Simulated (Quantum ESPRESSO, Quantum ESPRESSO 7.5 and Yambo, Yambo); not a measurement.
**GaN (P6_3mc): G0W0 on several meshes in Yambo**

Aim: the GW shift of GaN (P6_3mc) against the k mesh.

Calculated with Quantum ESPRESSO 7.5 and Yambo 5.3.0; PBE and many-body steps on it, plane waves.

Report form: the programs' logs are mostly left out.

The database entry behind the starting cell differs from later determinations by our own check (about 0.3 % short, ideal inner coordinate), so it need not match the best structure at ambient conditions.

### 1. The structure

It takes space group P6_3mc (No. 186, hexagonal). The conventional cell has a = 3.180 Å, b = 3.180 Å, c = 5.166 Å, α = 90.00°, β = 90.00°, γ = 120.00°. Nearest to Ga lie 4 N at 1.94 to 1.95 Å. Nearest to N lie 4 Ga at 1.94 to 1.95 Å. Farther neighbours and most contacts between anions are not listed.

The cell and positions come from the Crystallography Open Database and are kept as given unless a step says otherwise.

### 2. Empty states on the mesh, 6×6×4 mesh, 214 bands

This step: Quantum ESPRESSO 7.5; DFT, PBE, plane waves, norm-conserving pseudopotentials.

The sums over transitions need many empty states on a uniform mesh; this step solves for them.

The input, pw.in:

```
&control
  calculation = 'nscf'
  prefix = 'x'
  outdir = 'o'
  pseudo_dir = 'pseudo'
/
&system
  ibrav = 0
  nat = 4
  ntyp = 2
  ecutwfc = 104.0
  nbnd = 214
  force_symmorphic = .true.
/
&electrons
  conv_thr = 1e-9
  electron_maxstep = 80
  diago_full_acc = .true.
  diago_thr_init = 5e-6
/
ATOMIC_SPECIES
  Ga 69.723 Ga.upf
  N 14.007 N.upf
CELL_PARAMETERS angstrom
  3.1800000000 0.0000000000 0.0000000000
  -1.5900000000 2.7539607840 0.0000000000
  0.0000000000 0.0000000000 5.1660000000
ATOMIC_POSITIONS crystal
  Ga 0.3333333333 0.6666666667 0.0000000000
  Ga 0.6666666667 0.3333333333 0.5000000000
  N 0.3333333333 0.6666666667 0.3750000000
  N 0.6666666667 0.3333333333 0.8750000000
K_POINTS automatic
  6 6 4 0 0 0
```

Run with:

```sh
OMP_NUM_THREADS=1 mpirun -n 4 pw.x -nk 4 -in pw.in > pw.out
```

Wall time 58 s (4 MPI ranks of Arm Neoverse V2, shared host); peak memory 0.61 GiB.

Numbers from this step:

```
gap                                                           : 2.001 eV
k of the valence top                                          : 0, 0, 0
k of the conduction bottom                                    : 0, 0, 0
least direct gap                                              : 2.001 eV
k points computed                                             : 24
lowest point of the top converged band, above the valence top : 136.3174 eV
```

On this mesh the gap is 2.001 eV.

The density comes from a self-consistent run that is not shown.

### 3. Conversion and set-up

This step: Yambo 5.3.0; conversion and set-up on PBE, plane waves, norm-conserving pseudopotentials.

The states are converted to the many-body program's format and the q mesh is built.

Run with:

```sh
(cd o/x.save; p2y > p2y.log; mv SAVE ../..); yambo > setup.log
```

The job ended after 2.7 s (1 MPI rank; peak memory 0.25 GiB).

### 4. 6×6×4

G0W0 replaces the xc potential by the self-energy, built once from these orbitals. Only a window of levels is corrected, while the sums run over the empty bands that the input names.

This step: G0W0 on PBE, plane waves, norm-conserving pseudopotentials.

The input, gw2.in:

```
HF_and_locXC
gw0
dyson
ppa
em1d
rim_cut
RandQpts= 1000000
RandGvec= 1 RL
EXXRLvcs= 104 Ry
VXCRLvcs= 416 Ry
Chimod= "HARTREE"
% BndsRnXp
 1 | 102 |
%
NGsBlkXp= 11.5 Ry
% LongDrXp
 1 | 1 | 1 |
%
% GbndRnge
 1 | 102 |
%
DysSolver= "n"
ExtendOut
PPAPntXp= 27.21138 eV
% QPkrange
 1 | 1 | 25 | 28 |
%
```

Run with:

```sh
OMP_NUM_THREADS=1 mpirun -n 4 yambo -F gw2.in -J gw2 -C gw2 > gw2.log
```

It took 10 min on 4 MPI ranks; peak memory 3.8 GiB.

Numbers from this step:

```yaml
g0w0_gap_on_the_points_computed: 2.857 eV
starting_gap_on_the_mesh: 2.001 eV
k_of_the_valence_top: 0, 0, 0
k_of_the_conduction_bottom: 0, 0, 0
least_direct_g0w0_gap_on_the_computed_points: 2.857 eV
z_at_the_valence_top: 0.7928
z_at_the_conduction_bottom: 0.8191
```

The gap on the mesh goes from 2.00 eV to 2.86 eV, a correction of +0.86 eV.

### 5. Empty states on the mesh, 3×3×2 mesh, 102 bands

This step: Quantum ESPRESSO 7.5; DFT, PBE, plane waves, norm-conserving pseudopotentials.

pw.in: that of step 2 with these lines changed.

```diff
@@ -11,3 +11,3 @@
   ecutwfc = 104.0
-  nbnd = 214
+  nbnd = 102
   force_symmorphic = .true.
@@ -33,2 +33,2 @@
 K_POINTS automatic
-  6 6 4 0 0 0
+  3 3 2 0 0 0
```

Run with:

```sh
OMP_NUM_THREADS=1 mpirun -n 4 pw.x -nk 4 -in pw.in > pw.out
```

Wall time 6.4 s (4 MPI ranks); peak memory 0.39 GiB.

This step gave:

```
gap                                                           : 2.001 eV
k of the valence top                                          : 0, 0, 0
k of the conduction bottom                                    : 0, 0, 0
least direct gap                                              : 2.001 eV
k points computed                                             : 6
lowest point of the top converged band, above the valence top : 70.0126 eV
```

On this mesh the gap is 2.001 eV.

### 6. Conversion and set-up

This step: Yambo 5.3.0; conversion and set-up on PBE, plane waves, norm-conserving pseudopotentials.

Run with:

```sh
(cd o/x.save; p2y > p2y.log; mv SAVE ../..); yambo > setup.log
```

Run time: 2 s. Hardware: 1 MPI rank; peak memory 0.24 GiB.

### 7. 3×3×2

This step: G0W0 on PBE, plane waves, norm-conserving pseudopotentials.

The input, gw11.in:

```
HF_and_locXC
gw0
dyson
ppa
em1d
rim_cut
RandQpts= 1000000
RandGvec= 1 RL
EXXRLvcs= 104 Ry
VXCRLvcs= 416 Ry
Chimod= "HARTREE"
% BndsRnXp
 1 | 102 |
%
NGsBlkXp= 11.5 Ry
% LongDrXp
 1 | 1 | 1 |
%
% GbndRnge
 1 | 102 |
%
DysSolver= "n"
ExtendOut
PPAPntXp= 27.21138 eV
% QPkrange
 1 | 1 | 25 | 28 |
%
```

Run with:

```sh
OMP_NUM_THREADS=1 mpirun -n 4 yambo -F gw11.in -J gw11 -C gw11 > gw11.log
```

The job ended after 23 s (4 MPI ranks; peak memory 1.7 GiB).

Numbers from this step:

- G0W0 gap on the points computed: 2.768 eV
- starting gap on the mesh: 2.001 eV
- k of the valence top: 0, 0, 0
- k of the conduction bottom: 0, 0, 0
- least direct G0W0 gap on the computed points: 2.768 eV
- Z at the valence top: 0.7900
- Z at the conduction bottom: 0.8143

Against G0W0 in Yambo (6×6×4 mesh, 102 bands, screening to 156.5 eV, Godby-Needs plasmon pole), the gap moves by −0.089 eV.

### 8. The runs together

Times are wall times on 4 MPI ranks of Arm Neoverse V2, shared host, good to a factor of about two.

```tsv
run	mesh	bands	screening cutoff (eV)	DFT gap (eV)	gap on the mesh (eV)	direct (eV)	time
6×6×4	6×6×4	102	156.5	2.001	2.857	2.857	10 min
3×3×2	3×3×2	102	156.5	2.001	2.768	2.768	23 s
```

### 9. Outcome

```
6×6×4        : 2.857 eV
3×3×2        : 2.768 eV
known limits : not at the basis limit; no spin-orbit coupling; coarse k mesh
```

In words: 3×3×2: −0.089 eV against 6×6×4. Bands and cutoff are finite, so the gap is not at the basis limit. The miss can reach some tenths of an eV and take either sign; the mesh is an error of its own. In the G0W0 runs levels were corrected at 1 k point alone, so a gap called «on the mesh» is the least over those, and an edge elsewhere would be missed. The many-body steps are scalar-relativistic: spin-orbit coupling is not in them.

[Paths, hosts, dates, memory and timing lines, banners, echoed tables and standing remarks are left out of the program output.]

[Logs are printed without paths, hosts, clocks, repeated set-up lines and the standing remarks that a program may print on its own settings, such as how far it seeks lower states.]

[Runs of the session that timed out or met a known fault of the program may be left out.]

[Hosts, paths, dates, database ids (printed as entryN), source tags and the programs' standing remarks are cut or masked in the printed files.]
